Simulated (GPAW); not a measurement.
Crystal: C.

```
C
1.0
     2.61972    0.00000    0.00000
     0.00000    2.61972    0.00000
     0.00000    0.00000    2.61972
C
3
Direct
  0.00000 0.50000 0.50000
  0.50000 0.00000 0.50000
  0.50000 0.50000 0.00000
```

The cell was built by a generator and needn't be a form met in nature.

- Program: GPAW 26.7.0
- Task: relaxation of cell and atoms
- Functional: revPBE
- Potentials or basis: the program's PAW data sets (release 1.2.1) made for this functional
- Cutoff: 800 eV
- Basis: pw
- k mesh: 10 × 10 × 10
- Occupations: fermi-dirac, width 0.05 eV
- Spin: no spin polarisation

At the start: pressure 6.0 GPa; volume 5.99 Å³/atom.

Question: Where does the relaxation end?

Answer: Over 3 steps the energy falls by 4.6 meV/atom and the volume is 6.18 Å³/atom (+3.1 %); space group Pm-3m (No. 221, to 0.05 Å).

The path:
```csv
step,energy change (eV),largest force (eV/Å),pressure (GPa),volume (Å³)
1,0.0000,0.0000,6.00,17.98
2,-0.0025,0.0000,5.35,18.04
3,-0.0138,0.0000,0.45,18.53
```

Final structure:
```
C
1.0
     2.64632    0.00000    0.00000
     0.00000    2.64632    0.00000
     0.00000    0.00000    2.64632
C
3
Direct
  0.00000 0.50000 0.50000
  0.50000 0.00000 0.50000
  0.50000 0.50000 0.00000
```

Caveat: later steps reuse the first step's grids.
